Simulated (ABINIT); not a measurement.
# HgTe (Coloradoite) (F-43m) in ABINIT: notebook

One crystal, HgTe (Coloradoite), is run at these levels: r2SCAN; tasks: single point.

Everything below comes from runs of ABINIT 10.8.3 (patched build). Logs are shortened: lines on timing, memory, paths and dates and some standing lists are left out, and cuts for length are marked. The log counts tension as positive stress, the text compression.

**1. The structure**

The structure is cubic, space group F-43m (No. 216). The conventional cell has a = 6.429 Å, b = 6.429 Å, c = 6.429 Å, α = 90.00°, β = 90.00°, γ = 90.00°. Hg (site symmetry -43m) has 4 Te at 2.78 Å as nearest neighbours. Te (site symmetry -43m) has 4 Hg at 2.78 Å as nearest neighbours.

**2. Single point, r2SCAN**

The input, run.abi:

```
# Pseudopotentials
pp_dirpath "./"
pseudos "Hg.GGA_PBE-ansatz.xml, Te.GGA_PBE-ansatz.xml"

# Structure
acell 8.5906751133 8.5906751133 8.5906751133
rprim
     0.0000000000     0.7071067812     0.7071067812
     0.7071067812     0.0000000000     0.7071067812
     0.7071067812     0.7071067812     0.0000000000
ntypat 2
znucl 80 52
natom 2
typat 1 2
xred
     0.0000000000     0.0000000000     0.0000000000
     0.7500000000     0.7500000000     0.7500000000

# Plane-wave basis
ecut 18.0
pawecutdg 36.0

# k points
kptopt 1
ngkpt 7 7 7
nshiftk 1
shiftk 0.0 0.0 0.0

# Exchange and correlation
ixc -497498
usekden 1
pawxcdev 0

# Bands and occupations
nband 22
occopt 3
tsmear 0.05 eV

# SCF cycle
nstep 100
tolvrs 1.0e-7

# Output
iomode 3
prtwf 0
prtden 0
prteig 0
prtebands 0
enunit 2
```

Potentials or basis: Ansatz PAW PBE default generated set, frozen core.

Started as:

```sh
$ mpirun --bind-to none -np 4 abinit run.abi > log 2>&1
```

run.abo:

```text
[... set-up lines left out ...]
 ETOT  1  -181.43359751044    -1.814E+02 3.176E+00 9.364E+00
 ETOT  2  -182.24253303934    -8.089E-01 4.454E-02 7.939E+00
 ETOT  3  -182.22449471904     1.804E-02 1.111E-01 1.517E+00
 ETOT  4  -182.22165578201     2.839E-03 3.466E-03 3.421E-02
 ETOT  5  -182.22160733010     4.845E-05 8.724E-04 1.204E-02
 ETOT  6  -182.22157267824     3.465E-05 7.127E-04 1.641E-04
 ETOT  7  -182.22157594664    -3.268E-06 2.504E-04 8.791E-05
 ETOT  8  -182.22157678920    -8.426E-07 1.618E-04 8.431E-06
 ETOT  9  -182.22157683630    -4.710E-08 2.107E-04 7.467E-06
 ETOT 10  -182.22157682747     8.823E-09 4.521E-05 1.647E-07
 ETOT 11  -182.22157683080    -3.328E-09 1.630E-04 1.121E-07
 ETOT 12  -182.22157683042     3.795E-10 3.242E-05 7.333E-09

 At SCF step   12       nres2   =  7.33E-09 < tolvrs=  1.00E-07 =>converged.

Result for kinetic energy density :

--------------------------------------------------------------------------------
 Total kinetic energy density [Ha/Bohr^3]
)     Maximum=    1.7268E+00  at reduced coord.    0.0208    0.0208    0.9375
)     Minimum=    5.9330E-05  at reduced coord.    0.7500    0.7500    0.7500
   Integrated=    2.8825E+01
--------------------------------------------------------------------------------

 Cartesian components of stress tensor (hartree/bohr^3)
  sigma(1 1)= -1.06835793E-04  sigma(3 2)=  0.00000000E+00
  sigma(2 2)= -1.06835793E-04  sigma(3 1)=  0.00000000E+00
  sigma(3 3)= -1.06835793E-04  sigma(2 1)=  0.00000000E+00

--- !ResultsGS
iteration_state: {dtset: 1, }
comment   : Summary of ground state results
lattice_vectors:
- [  0.0000000,   6.0745246,   6.0745246, ]
- [  6.0745246,   0.0000000,   6.0745246, ]
- [  6.0745246,   6.0745246,   0.0000000, ]
lattice_lengths: [   8.59068,    8.59068,    8.59068, ]
lattice_angles: [ 60.000,  60.000,  60.000, ] # degrees, (23, 13, 12)
lattice_volume:   4.4829809E+02
convergence: {deltae:  3.795E-10, res2:  7.333E-09, residm:  3.242E-05, diffor: null, }
etotal    :  -1.82221577E+02
entropy   :   0.00000000E+00
fermie    :   5.11607221E-02
cartesian_stress_tensor: # hartree/bohr^3
- [ -1.06835793E-04,   0.00000000E+00,   0.00000000E+00, ]
- [  0.00000000E+00,  -1.06835793E-04,   0.00000000E+00, ]
- [  0.00000000E+00,   0.00000000E+00,  -1.06835793E-04, ]
pressure_GPa:   3.1432E+00
xred      :
- [  0.0000E+00,   0.0000E+00,   0.0000E+00, Hg]
- [  7.5000E-01,   7.5000E-01,   7.5000E-01, Te]
cartesian_forces: # hartree/bohr
- [ -8.31128377E-30,   4.15564188E-30,   2.77042792E-30, ]
- [  8.31128377E-30,  -4.15564188E-30,  -2.77042792E-30, ]
force_length_stats: {min:   9.69649773E-30, max:   9.69649773E-30, mean:   9.69649773E-30, }
...

 Integrated electronic density in atomic spheres:
 ------------------------------------------------
 Atom  Sphere_radius  Integrated_density
    1        2.63806         18.65208213
    2        2.63806         14.14704343

================================================================================

 ----iterations are completed or convergence reached----

 Mean square residual over all n,k,spin=   10.166E-08; max=  32.422E-06
 reduced coordinates (array xred) for    2 atoms
       0.000000000000      0.000000000000      0.000000000000
       0.750000000000      0.750000000000      0.750000000000
 rms dE/dt=  4.8581E-29; max dE/dt=  8.4145E-29; dE/dt below (all hartree)
    1       0.000000000000      0.000000000000      0.000000000000
    2       0.000000000000     -0.000000000000     -0.000000000000

 cartesian coordinates (angstrom) at end:
    1      0.00000000000000     0.00000000000000     0.00000000000000
    2      4.82174999680108     4.82174999680108     4.82174999680108

 cartesian forces (hartree/bohr) at end:
    1     -0.00000000000000     0.00000000000000     0.00000000000000
    2      0.00000000000000    -0.00000000000000    -0.00000000000000
 frms,max,avg= 5.5982756E-30 8.3112838E-30   0.000E+00  0.000E+00  0.000E+00 h/b

 cartesian forces (eV/Angstrom) at end:
    1     -0.00000000000000     0.00000000000000     0.00000000000000
    2      0.00000000000000    -0.00000000000000    -0.00000000000000
 frms,max,avg= 2.8787490E-28 4.2738340E-28   0.000E+00  0.000E+00  0.000E+00 e/A
 length scales=  8.590675113300  8.590675113300  8.590675113300 bohr
              =  4.545989493146  4.545989493146  4.545989493146 angstroms
 Fermi (or HOMO) energy (hartree) =   0.05116   Average Vxc (hartree)=  -0.34935
 Eigenvalues (hartree) for nkpt=  20  k points:
 kpt#   1, nband= 22, wtk=  0.00292, kpt=  0.0000  0.0000  0.0000 (reduced coord)
  -4.26264   -2.34543   -2.34543   -2.34543   -1.33212   -1.33212   -1.33212   -1.33169
  -1.33169   -0.41059   -0.23530   -0.23530   -0.23530   -0.21362   -0.21362    0.03642
   0.04969    0.04969    0.04969    0.21695    0.21695    0.21695
      occupation numbers for kpt#   1
   2.00000    2.00000    2.00000    2.00000    2.00000    2.00000    2.00000    2.00000
   2.00000    2.00000    2.00000    2.00000    2.00000    2.00000    2.00000    1.99934
   1.37913    1.37913    1.37913    0.00000    0.00000    0.00000
 prteigrs : prtvol=0 or 1, do not print more k-points.

 Fermi (or HOMO) energy (eV) =   1.39215   Average Vxc (eV)=  -9.50634
 Eigenvalues (   eV  ) for nkpt=  20  k points:
 kpt#   1, nband= 22, wtk=  0.00292, kpt=  0.0000  0.0000  0.0000 (reduced coord)
-115.99224  -63.82242  -63.82242  -63.82242  -36.24892  -36.24892  -36.24892  -36.23711
 -36.23711  -11.17266   -6.40285   -6.40285   -6.40285   -5.81293   -5.81293    0.99103
   1.35225    1.35225    1.35225    5.90365    5.90365    5.90365
 prteigrs : prtvol=0 or 1, do not print more k-points.

--- !EnergyTerms
iteration_state     : {dtset: 1, }
comment             : Components of total free energy in Hartree
kinetic             :  2.88253498672796E+01
hartree             :  8.54480005183379E+01
xc                  : -1.18835065333836E+01
Ewald energy        : -1.44904694491684E+02
psp_core            :  9.81794685802670E+00
local_psp           : -1.85191852096964E+02
PAW spherical_terms :  3.56672483825822E+01
internal            : -1.82221507495804E+02
'-kT*entropy'       : -2.48462675031324E-05
total_energy        : -1.82221532342072E+02
total_energy_eV     : -4.95850049889464E+03
...

--- !EnergyTermsDC
iteration_state     : {dtset: 1, }
comment             : '"Double-counting" decomposition of free energy'
band_energy         : -3.92081595854779E+01
Ewald energy        : -1.44904694491684E+02
psp_core            :  9.81794685802670E+00
xc_dc               : -8.35601969196642E+01
PAW spherical_terms :  7.56335521546429E+01
internal            : -1.82221551984156E+02
'-kT*entropy'       : -2.48462675031324E-05
total_energy_dc     : -1.82221576830424E+02
total_energy_dc_eV  : -4.95850170948436E+03
...

--- !EnergyTermsWithPAWCore
iteration_state     : {dtset: 1, }
comment             : 'Components of total free energy, including PAW core contributions'
Total energy        : -2.39350072211715E+04
Total energy DC     : -2.39350072656599E+04
Total energy (eV)   : -6.51304726295643E+05
Total energy DC (eV): -6.51304727506233E+05
...

 Cartesian components of stress tensor (hartree/bohr^3)
  sigma(1 1)= -1.06835793E-04  sigma(3 2)=  0.00000000E+00
  sigma(2 2)= -1.06835793E-04  sigma(3 1)=  0.00000000E+00
  sigma(3 3)= -1.06835793E-04  sigma(2 1)=  0.00000000E+00

-Cartesian components of stress tensor (GPa)         [Pressure=  3.1432E+00 GPa]
- sigma(1 1)= -3.14321756E+00  sigma(3 2)=  0.00000000E+00
- sigma(2 2)= -3.14321756E+00  sigma(3 1)=  0.00000000E+00
- sigma(3 3)= -3.14321756E+00  sigma(2 1)=  0.00000000E+00

== END DATASET(S) ==============================================================
================================================================================

 -outvars: echo values of variables after computation  --------
            acell      8.5906751133E+00  8.5906751133E+00  8.5906751133E+00 Bohr
           etotal     -1.8222157683E+02
            fcart     -8.3112837676E-30  4.1556418838E-30  2.7704279225E-30
                       8.3112837676E-30 -4.1556418838E-30 -2.7704279225E-30
            rprim      0.0000000000E+00  7.0710678120E-01  7.0710678120E-01
                       7.0710678120E-01  0.0000000000E+00  7.0710678120E-01
                       7.0710678120E-01  7.0710678120E-01  0.0000000000E+00
           strten     -1.0683579349E-04 -1.0683579349E-04 -1.0683579349E-04
                       0.0000000000E+00  0.0000000000E+00  0.0000000000E+00
           xangst      0.0000000000E+00  0.0000000000E+00  0.0000000000E+00
                       4.8217499968E+00  4.8217499968E+00  4.8217499968E+00
             xred      0.0000000000E+00  0.0000000000E+00  0.0000000000E+00
                       7.5000000000E-01  7.5000000000E-01  7.5000000000E-01
 Calculation completed.
```

It took 60 s on 4 MPI ranks of Arm Neoverse V2, shared host; peak memory 0.96 GiB.

Results:

```
Free energy            : -4958.5017 eV
Pressure               : 3.1 GPa
Band gap on the k mesh : none (metal or under the smearing width)
```

Levels at points of the mesh, in eV from the Fermi level:
```csv
k point,band 16,band 17,band 18,band 19,band 20,band 21
"(0.00, 0.00, 0.00)",-0.40,-0.04,-0.04,-0.04,4.51,4.51
```

Caveat: totals of a meta-GGA on PAW files have another zero than those of a GGA; the PAW data sets were made with another functional, which shifts forces and pressure a little; the atomic spheres overlap. Spin-orbit coupling is left out, which matters for the levels of Hg, Te.

**3. Single point, r2SCAN**

Changes to run.abi since step 2:

```diff
@@ -2,3 +2,3 @@
 pp_dirpath "./"
-pseudos "Hg.GGA_PBE-ansatz.xml, Te.GGA_PBE-ansatz.xml"
+pseudos "Hg.GGA_PBE-JTH.xml, Te.GGA_PBE-JTH.xml"
 
@@ -19,4 +19,4 @@
 # Plane-wave basis
-ecut 18.0
-pawecutdg 36.0
+ecut 23.0
+pawecutdg 45.0
 
@@ -34,3 +34,3 @@
 # Bands and occupations
-nband 22
+nband 13
 occopt 3
```

Potentials or basis: JTH PAW PBE v2.0.

Started as:

```sh
$ mpirun --bind-to none -np 4 abinit run.abi > log 2>&1
```

run.abo:

```text
.Version 10.8.3 of ABINIT
 Symmetries : space group F-4 3 m (#216); Bravais cF (face-center cubic)
================================================================================
 Values of the parameters that define the memory need of the present run
     intxc =       0    ionmov =       0      iscf =      17    lmnmax =      18
     lnmax =       6     mgfft =      40  mpssoang =       3    mqgrid =    3001
     natom =       2  nloc_mem =       2    nspden =       1   nspinor =       1
    nsppol =       1      nsym =      24    n1xccc =       1    ntypat =       2
    occopt =       3   xclevel =       2
       mpw =        2380          nfft =       64000          nkpt =          20
Pmy_natom=         1
 PAW method is used; the additional fine FFT grid is defined by:
   mgfftf=        54    nfftf =    157464
================================================================================
================================================================================

--------------------------------------------------------------------------------
------------- Echo of variables that govern the present computation ------------
--------------------------------------------------------------------------------
 -outvars: echo values of preprocessed input variables --------
            acell      8.5906751133E+00  8.5906751133E+00  8.5906751133E+00 Bohr
              amu      2.00590000E+02  1.27600000E+02
             ecut      2.30000000E+01 Hartree
           enunit           2
              ixc     -497498
         kptrlatt        7    0    0      0    7    0      0    0    7
          kptrlen      6.01347258E+01
            natom           2
            nband          13
            ngfft          40      40      40
          ngfftdg          54      54      54
             nkpt          20
            nstep         100
             nsym          24
           ntypat           2
           occopt           3
        pawecutdg      4.50000000E+01 Hartree
         pawxcdev           0
           prtden           0
        prtebands           0
           prteig           0
          prtkden           1
            prtwf           0
            rprim      0.0000000000E+00  7.0710678120E-01  7.0710678120E-01
                       7.0710678120E-01  0.0000000000E+00  7.0710678120E-01
                       7.0710678120E-01  7.0710678120E-01  0.0000000000E+00
          spgroup         216
           tolvrs      1.00000000E-07
           tsmear      1.83746611E-03 Hartree
            typat      1  2
          usekden           1
           useylm           1
           xangst      0.0000000000E+00  0.0000000000E+00  0.0000000000E+00
                       4.8217499968E+00  4.8217499968E+00  4.8217499968E+00
            xcart      0.0000000000E+00  0.0000000000E+00  0.0000000000E+00
                       9.1117869416E+00  9.1117869416E+00  9.1117869416E+00
             xred      0.0000000000E+00  0.0000000000E+00  0.0000000000E+00
                       7.5000000000E-01  7.5000000000E-01  7.5000000000E-01
            znucl       80.00000   52.00000

================================================================================

 chkinp: Checking input parameters for consistency.

================================================================================
== DATASET  1 ==================================================================

--- !DatasetInfo
iteration_state: {dtset: 1, }
dimensions: {natom: 2, nkpt: 20, mband: 13, nsppol: 1, nspinor: 1, nspden: 1, mpw: 2380, }
cutoff_energies: {ecut:  23.0, pawecutdg:  45.0, }
electrons: {nelect:   1.80000000E+01, charge:   0.00000000E+00, occopt:   3.00000000E+00, tsmear:   1.83746611E-03, }
meta: {optdriver: 0, ionmov: 0, optcell: 0, iscf: 17, paral_kgb: 0, }
...

[... 105 lines left out ...]
force_length_stats: {min:   1.47015519E-28, max:   1.47015519E-28, mean:   1.47015519E-28, }
...

 Integrated electronic density in atomic spheres:
 ------------------------------------------------
 Atom  Sphere_radius  Integrated_density
    1        2.40020          9.99395947
    2        2.31107          3.14267413

================================================================================

 ----iterations are completed or convergence reached----

 Mean square residual over all n,k,spin=   10.956E-08; max=  28.462E-06
 reduced coordinates (array xred) for    2 atoms
       0.000000000000      0.000000000000      0.000000000000
       0.750000000000      0.750000000000      0.750000000000
 rms dE/dt=  7.6160E-28; max dE/dt=  1.0771E-27; dE/dt below (all hartree)
    1       0.000000000000      0.000000000000      0.000000000000
    2       0.000000000000      0.000000000000     -0.000000000000

 cartesian coordinates (angstrom) at end:
    1      0.00000000000000     0.00000000000000     0.00000000000000
    2      4.82174999680108     4.82174999680108     4.82174999680108

 cartesian forces (hartree/bohr) at end:
    1     -0.00000000000000    -0.00000000000000     0.00000000000000
    2      0.00000000000000     0.00000000000000    -0.00000000000000
 frms,max,avg= 8.4879449E-29 1.3298054E-28   0.000E+00  0.000E+00  0.000E+00 h/b

 cartesian forces (eV/Angstrom) at end:
    1     -0.00000000000000    -0.00000000000000     0.00000000000000
    2      0.00000000000000     0.00000000000000    -0.00000000000000
 frms,max,avg= 4.3646768E-27 6.8381343E-27   0.000E+00  0.000E+00  0.000E+00 e/A
 length scales=  8.590675113300  8.590675113300  8.590675113300 bohr
              =  4.545989493146  4.545989493146  4.545989493146 angstroms
 Fermi (or HOMO) energy (hartree) =  -0.10613   Average Vxc (hartree)=  -0.33821
 Eigenvalues (hartree) for nkpt=  20  k points:
 kpt#   1, nband= 13, wtk=  0.00292, kpt=  0.0000  0.0000  0.0000 (reduced coord)
  -0.56806   -0.39178   -0.39178   -0.39178   -0.36985   -0.36985   -0.12069   -0.10759
  -0.10759   -0.10759    0.06066    0.06066    0.06066
      occupation numbers for kpt#   1
   2.00000    2.00000    2.00000    2.00000    2.00000    2.00000    1.99928    1.37917
   1.37917    1.37917    0.00000    0.00000    0.00000
 prteigrs : prtvol=0 or 1, do not print more k-points.

 Fermi (or HOMO) energy (eV) =  -2.88785   Average Vxc (eV)=  -9.20305
 Eigenvalues (   eV  ) for nkpt=  20  k points:
 kpt#   1, nband= 13, wtk=  0.00292, kpt=  0.0000  0.0000  0.0000 (reduced coord)
 -15.45762  -10.66093  -10.66093  -10.66093  -10.06407  -10.06407   -3.28401   -2.92776
  -2.92776   -2.92776    1.65069    1.65069    1.65069
 prteigrs : prtvol=0 or 1, do not print more k-points.

--- !EnergyTerms
iteration_state     : {dtset: 1, }
comment             : Components of total free energy in Hartree
kinetic             :  1.30443358669989E+01
hartree             :  1.28866174995269E+01
xc                  : -6.92623223893833E+00
Ewald energy        : -3.87171840877300E+01
psp_core            :  6.14070766539212E+00
local_psp           : -3.53566418646934E+01
PAW spherical_terms :  7.15843497962326E+01
internal            :  2.26559526367887E+01
'-kT*entropy'       : -2.48527922799187E-05
total_energy        :  2.26559277839965E+01
total_energy_eV     :  6.16499201691380E+02
...

--- !EnergyTermsDC
iteration_state     : {dtset: 1, }
comment             : '"Double-counting" decomposition of free energy'
band_energy         : -6.11263667485319E+00
Ewald energy        : -3.87171840877300E+01
psp_core            :  6.14070766539212E+00
xc_dc               : -1.27695951212163E+01
PAW spherical_terms :  7.41143569490894E+01
internal            :  2.26556487306821E+01
'-kT*entropy'       : -2.48527922799187E-05
total_energy_dc     :  2.26556238778899E+01
total_energy_dc_eV  :  6.16490931984931E+02
...

--- !EnergyTermsWithPAWCore
iteration_state     : {dtset: 1, }
comment             : 'Components of total free energy, including PAW core contributions'
Total energy        : -2.64184294261655E+04
Total energy DC     : -2.64184297300716E+04
Total energy (eV)   : -7.18882087127579E+05
Total energy DC (eV): -7.18882095397285E+05
...

 Cartesian components of stress tensor (hartree/bohr^3)
  sigma(1 1)= -1.16879153E-04  sigma(3 2)=  0.00000000E+00
  sigma(2 2)= -1.16879153E-04  sigma(3 1)=  0.00000000E+00
  sigma(3 3)= -1.16879153E-04  sigma(2 1)=  0.00000000E+00

-Cartesian components of stress tensor (GPa)         [Pressure=  3.4387E+00 GPa]
- sigma(1 1)= -3.43870340E+00  sigma(3 2)=  0.00000000E+00
- sigma(2 2)= -3.43870340E+00  sigma(3 1)=  0.00000000E+00
- sigma(3 3)= -3.43870340E+00  sigma(2 1)=  0.00000000E+00

== END DATASET(S) ==============================================================
================================================================================

 -outvars: echo values of variables after computation  --------
            acell      8.5906751133E+00  8.5906751133E+00  8.5906751133E+00 Bohr
           etotal      2.2655623878E+01
            fcart     -4.4326846761E-29 -4.4326846761E-29  1.3298054028E-28
                       4.4326846761E-29  4.4326846761E-29 -1.3298054028E-28
            rprim      0.0000000000E+00  7.0710678120E-01  7.0710678120E-01
                       7.0710678120E-01  0.0000000000E+00  7.0710678120E-01
                       7.0710678120E-01  7.0710678120E-01  0.0000000000E+00
           strten     -1.1687915292E-04 -1.1687915292E-04 -1.1687915292E-04
                       0.0000000000E+00  0.0000000000E+00  0.0000000000E+00
           xangst      0.0000000000E+00  0.0000000000E+00  0.0000000000E+00
                       4.8217499968E+00  4.8217499968E+00  4.8217499968E+00
             xred      0.0000000000E+00  0.0000000000E+00  0.0000000000E+00
                       7.5000000000E-01  7.5000000000E-01  7.5000000000E-01
 Calculation completed.
```

Run time: 38 s. Hardware: 4 MPI ranks of Arm Neoverse V2, shared host; peak memory 0.64 GiB.

What came out:

| Property | Result |
| --- | --- |
| Free energy | 616.4909 eV |
| Pressure | 3.4 GPa |
| Band gap on the k mesh | none (metal or under the smearing width) |
| Valence electrons inside the program's atomic spheres | Hg 9.99; Te 3.14 |

Caveat: totals of a meta-GGA on PAW files have another zero than those of a GGA; the PAW data sets were made with another functional, which shifts forces and pressure a little.
